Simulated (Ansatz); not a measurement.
## Relaxing CdF2 in the CdI2 type

First guess:

```xyz
3
Lattice="3.1656 0.0000 0.0000 -1.5828 2.7415 0.0000 0.0000 0.0000 5.0649" Properties=species:S:1:pos:R:3 pbc="T T T"
Cd    0.0000    0.0000    0.0000
F     0.0000    1.8277    1.2662
F     1.5828    0.9138    3.7987
```

Level of theory: DFT, PBE, PAW with Ansatz's default frozen-core files, scalar-relativistic in Ansatz 0.2.0.

Cell and atoms relax within the symmetry of the start on a 13×13×7 k mesh with 0.05 eV Fermi–Dirac smearing.

The start is built from a prototype, known or not as a phase of this compound; the cutoff is 420 eV.

(1) What is the pressure of the first guess?

(2) What does it relax to?

(3) How much energy does the relaxation release?

Answers

(1) 9.83 GPa.

(2) a = 3.553 Å, b = 3.553 Å, c = 4.966 Å, α = 90.00°, β = 90.00°, γ = 120.00° (conventional cell), 18.10 Å³ per atom:
Space group P-3m1 (No. 164). a = 3.553 Å, b = 3.553 Å, c = 4.966 Å, α = 90.00°, β = 90.00°, γ = 120.00°
```csv
atom,site,symmetry,x,y,z
Cd,1a,-3m.,0.0000,0.0000,0.0000
F,2d,3m.,0.3333,0.6667,0.2003
```

(3) 174 meV/atom.
